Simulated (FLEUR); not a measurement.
# GaN (P6_3mc) in FLEUR: further runs, part 2 of 2

FLEUR MaX-R8.1 (later development tree).

## 3. Equation of state, PBEsol, 10.63 Å³/atom (volume scaled by 0.94)

Changes to inp.xml since step 2:

```diff
@@ -6,6 +6,6 @@
    <calculationSetup>
-      <cutoffs Kmax="5.1" Gmax="15.8" GmaxXC="15.8" numbands="0"/>
+      <cutoffs Kmax="5.27" Gmax="16.3" GmaxXC="16.3" numbands="0"/>
       <scfLoop itmax="60" minDistance="0.00001" maxIterBroyd="15" imix="Anderson" alpha="0.05" precondParam="0.0" spinf="2.0" sdNocoIR="T"/>
       <coreElectrons ctail="T" frcor="F" kcrel="0" coretail_lmax="0"/>
-      <xcFunctional name="vwn" relativisticCorrections="F"/>
+      <xcFunctional name="PBEs" relativisticCorrections="F"/>
       <magnetism jspins="1"/>
@@ -24,3 +24,3 @@
       <xi:include xmlns:xi="http://www.w3.org/2001/XInclude" href="sym.xml"> </xi:include>
-      <bulkLattice scale="1.0">
+      <bulkLattice scale="0.9795861087">
          <bravaisMatrix>
@@ -34,3 +34,3 @@
       <species name="Gallium (Ga)" element="Ga" atomicNumber="31">
-         <mtSphere radius="1.92" gridPoints="635" logIncrement="0.019"/>
+         <mtSphere radius="1.86" gridPoints="635" logIncrement="0.019"/>
          <atomicCutoffs lmax="8" lnonsphr="8"/>
@@ -51,3 +51,3 @@
       <species name="Nitrogen (N)" element="N" atomicNumber="7">
-         <mtSphere radius="1.47" gridPoints="487" logIncrement="0.021"/>
+         <mtSphere radius="1.42" gridPoints="487" logIncrement="0.021"/>
          <atomicCutoffs lmax="8" lnonsphr="8"/>
```

Potentials or basis: all-electron, FLAPW.

Launch:

```
$ inpgen -f crystal.txt -profile fastHighL
$ # inp.xml edited to the form shown
$ mpirun -n 4 fleur_MPI -pe_per_kpt 1
```

Log:

```text
Welcome to FLEUR        (www.flapw.de)
      MaX-Release 8.1          (www.max-centre.eu)

 ========== k-point set info ==========
 Selected k-point list: default-1
 k-point list type: mesh
 10 x 10 x 5
 Number of k points: 42

 ------------Calculation Setup---------------------------
 Number of MPI-tasks      :            4
 Number of PE/node        :            4
 Number of OMP-threads    :            1
 Using exactly            1  PE per kpt
 k-points in parallel     :            4
 pe's per k-point         :            1
 No of k-point loops      :           10
 Info/Warning             : your k-point parallelism is not fully load-balanced
 Using exactly            1  PE per kpt
 Using exactly            1  PE per kpt
 Using exactly            1  PE per kpt
 Eigenvalue solver        :       lapack
 Number of basis functions:          898
 Approximate size of matrices (H+S) per k-point:         0.024 GB
 --------------------------------------------------------
 Iteration:     1   Distance:      26.26319554 me/bohr^3
 Iteration:     2   Distance:      22.66742220 me/bohr^3
 Iteration:     3   Distance:       8.44825260 me/bohr^3
 Iteration:     4   Distance:       4.69832082 me/bohr^3
 Iteration:     5   Distance:       3.42017746 me/bohr^3
 Iteration:     6   Distance:       0.35766079 me/bohr^3
 Iteration:     7   Distance:       0.33251355 me/bohr^3
 Iteration:     8   Distance:       0.03306578 me/bohr^3
 Iteration:     9   Distance:       0.02069956 me/bohr^3
 Iteration:    10   Distance:       0.00260296 me/bohr^3
 Iteration:    11   Distance:       0.00034248 me/bohr^3
 Iteration:    12   Distance:       0.00031563 me/bohr^3
 Iteration:    13   Distance:       0.00005786 me/bohr^3
 Iteration:    14   Distance:       0.00005459 me/bohr^3
 Iteration:    15   Distance:       0.00000308 me/bohr^3

 ********************************************************************
 Run finished successfully
 Stop message:
   all done
 ********************************************************************
```

out.xml (last iteration):

```text
<iteration numberForCurrentRun="   15" overallNumber="   15">
         <energyParameters units="Htr">
            <atomicEP atomType="1" spin="1" branch="4s" branchLowest="-4.88" branchHighest="2.42" value="-0.0704699575"/>
            <atomicEP atomType="1" spin="1" branch="4p" branchLowest="-3.07" branchHighest="3.23" value="0.0849610247"/>
            <atomicEP atomType="1" spin="1" branch="3d" branchLowest="-9.99" branchHighest="-0.05" value="-0.1749019649"/>
[... 114 lines left out ...]
            </atomTypeDependentContributions>
            <tkbTimesEntropy value="0.0000000000"/>
            <freeEnergy value="-3994.5006647044"/>
            <extrapolationTo0K value="-3994.5006647044"/>
         </totalEnergy>
         <densityConvergence units="me/bohr^3">
            <chargeDensity spin="1" distance="0.0000030843"/>
         </densityConvergence>
      </iteration>
```

Run time: 51 s. Hardware: 4 MPI ranks of Intel Xeon 6975P-C (Granite Rapids), shared host.

Results:

| Item | Value |
| --- | --- |
| Free energy | -108695.9004 eV |
| Band gap on the k mesh | 2.33 eV, direct |
| Valence electrons inside the program's atomic spheres | Ga 18.57; N 3.40 (radii Ga 1.86, N 1.42 bohr) |

## 4. Equation of state, PBEsol, 10.86 Å³/atom (volume scaled by 0.96)

Changes to inp.xml since step 3:

```diff
@@ -24,3 +24,3 @@
       <xi:include xmlns:xi="http://www.w3.org/2001/XInclude" href="sym.xml"> </xi:include>
-      <bulkLattice scale="0.9795861087">
+      <bulkLattice scale="0.9864848297">
          <bravaisMatrix>
```

Launch:

```
$ inpgen -f crystal.txt -profile fastHighL
$ # inp.xml edited to the form shown
$ mpirun -n 4 fleur_MPI -pe_per_kpt 1
```

Wall time 53 s (4 MPI ranks of Intel Xeon 6975P-C (Granite Rapids), shared host).

Results (log left out):

- Free energy: -108695.9685 eV
- Band gap on the k mesh: 2.19 eV, direct
- Valence electrons inside the program's atomic spheres: Ga 18.56; N 3.39 (radii Ga 1.86, N 1.42 bohr)

## 5. Equation of state, PBEsol, 11.08 Å³/atom (volume scaled by 0.98)

Changes to inp.xml since step 4:

```diff
@@ -24,3 +24,3 @@
       <xi:include xmlns:xi="http://www.w3.org/2001/XInclude" href="sym.xml"> </xi:include>
-      <bulkLattice scale="0.9864848297">
+      <bulkLattice scale="0.9932883884">
          <bravaisMatrix>
```

Launch:

```
$ inpgen -f crystal.txt -profile fastHighL
$ # inp.xml edited to the form shown
$ mpirun -n 4 fleur_MPI -pe_per_kpt 1
```

Run time: 56 s. Hardware: 4 MPI ranks of Intel Xeon 6975P-C (Granite Rapids), shared host.

The run converged. Its results:

```yaml
Free_energy: -108696.0097 eV
Band_gap_on_the_k_mesh: 2.06 eV, direct
Valence_electrons_inside_the_program's_atomic_spheres: Ga 18.54; N 3.37 (radii Ga 1.86, N 1.42 bohr)
```

## 6. Equation of state, PBEsol, 11.31 Å³/atom

Changes to inp.xml since step 5:

```diff
@@ -24,3 +24,3 @@
       <xi:include xmlns:xi="http://www.w3.org/2001/XInclude" href="sym.xml"> </xi:include>
-      <bulkLattice scale="0.9932883884">
+      <bulkLattice scale="1.0000000000">
          <bravaisMatrix>
```

Potentials or basis: all-electron, FLAPW.

Launch:

```
$ inpgen -f crystal.txt -profile fastHighL
$ # inp.xml edited to the form shown
$ mpirun -n 4 fleur_MPI -pe_per_kpt 1
```

Run time: 60 s. Hardware: 4 MPI ranks of Intel Xeon 6975P-C (Granite Rapids), shared host.

Results (log left out):

```
Free energy                                           : -108696.0268 eV
Band gap on the k mesh                                : 1.92 eV, direct
Valence electrons inside the program's atomic spheres : Ga 18.53; N 3.36 (radii Ga 1.86, N 1.42 bohr)
```

## 7. Equation of state, PBEsol, 11.54 Å³/atom (volume scaled by 1.02)

Changes to inp.xml since step 6:

```diff
@@ -24,3 +24,3 @@
       <xi:include xmlns:xi="http://www.w3.org/2001/XInclude" href="sym.xml"> </xi:include>
-      <bulkLattice scale="1.0000000000">
+      <bulkLattice scale="1.0066227096">
          <bravaisMatrix>
```

Launch:

```
$ inpgen -f crystal.txt -profile fastHighL
$ # inp.xml edited to the form shown
$ mpirun -n 4 fleur_MPI -pe_per_kpt 1
```

Wall time 62 s (4 MPI ranks of Intel Xeon 6975P-C (Granite Rapids), shared host).

The run converged. Its results:

| Item | Value |
| --- | --- |
| Free energy | -108696.0218 eV |
| Band gap on the k mesh | 1.79 eV, direct |
| Valence electrons inside the program's atomic spheres | Ga 18.51; N 3.34 (radii Ga 1.86, N 1.42 bohr) |

## 8. Equation of state, PBEsol, 11.76 Å³/atom (volume scaled by 1.04)

Changes to inp.xml since step 7:

```diff
@@ -24,3 +24,3 @@
       <xi:include xmlns:xi="http://www.w3.org/2001/XInclude" href="sym.xml"> </xi:include>
-      <bulkLattice scale="1.0066227096">
+      <bulkLattice scale="1.0131594038">
          <bravaisMatrix>
```

Launch:

```
$ inpgen -f crystal.txt -profile fastHighL
$ # inp.xml edited to the form shown
$ mpirun -n 4 fleur_MPI -pe_per_kpt 1
```

Run time: 62 s. Hardware: 4 MPI ranks of Intel Xeon 6975P-C (Granite Rapids), shared host.

Results (log left out):

- Free energy: -108695.9974 eV
- Band gap on the k mesh: 1.66 eV, direct
- Valence electrons inside the program's atomic spheres: Ga 18.50; N 3.33 (radii Ga 1.86, N 1.42 bohr)

## 9. Equation of state, PBEsol, 11.99 Å³/atom (volume scaled by 1.06)

Changes to inp.xml since step 8:

```diff
@@ -24,3 +24,3 @@
       <xi:include xmlns:xi="http://www.w3.org/2001/XInclude" href="sym.xml"> </xi:include>
-      <bulkLattice scale="1.0131594038">
+      <bulkLattice scale="1.0196128224">
          <bravaisMatrix>
```

Potentials or basis: all-electron, FLAPW.

Launch:

```
$ inpgen -f crystal.txt -profile fastHighL
$ # inp.xml edited to the form shown
$ mpirun -n 4 fleur_MPI -pe_per_kpt 1
```

It took 67 s on 4 MPI ranks of Intel Xeon 6975P-C (Granite Rapids), shared host.

The run converged. Its results:

- Free energy: -108695.9551 eV
- Band gap on the k mesh: 1.54 eV, direct
- Valence electrons inside the program's atomic spheres: Ga 18.49; N 3.32 (radii Ga 1.86, N 1.42 bohr)

## 10. Equation of state, PBEsol

Potentials or basis: all-electron, FLAPW.

This step only gathers the single runs of the series.

What came out:

| Quantity | Value |
| --- | --- |
| Equilibrium volume | 11.37 Å³/atom |
| Bulk modulus at fixed shape and positions | 189 GPa |
| Pressure derivative of the bulk modulus | 4.2 |

Energy against volume, from the lowest point:
| volume (Å³/atom) | energy (meV/atom) |
| --- | --- |
| 10.632 | 31.58 |
| 10.858 | 14.57 |
| 11.084 | 4.27 |
| 11.310 | 0.00 |
| 11.537 | 1.23 |
| 11.763 | 7.35 |
| 11.989 | 17.90 |

Caveat: the cell was scaled at fixed shape and fractional positions, which overstates the stiffness of a crystal with free parameters, most of all of layers and chains.

## 11. How close it comes

Step 2. A measured gap of GaN is 3.503 eV (direct; quoted in “Studying electronic properties in GaN without electrical contacts using γ-γ vs e−-γ Perturbed Angular Correlations”, 2019, pmc:6823545); the calculated 1.98 eV misses it by -1.52 eV. Spin-orbit coupling on Ga is left out. The value is that of LDA, without temperature or zero-point motion. Semilocal functionals fall short of measured gaps as a rule.
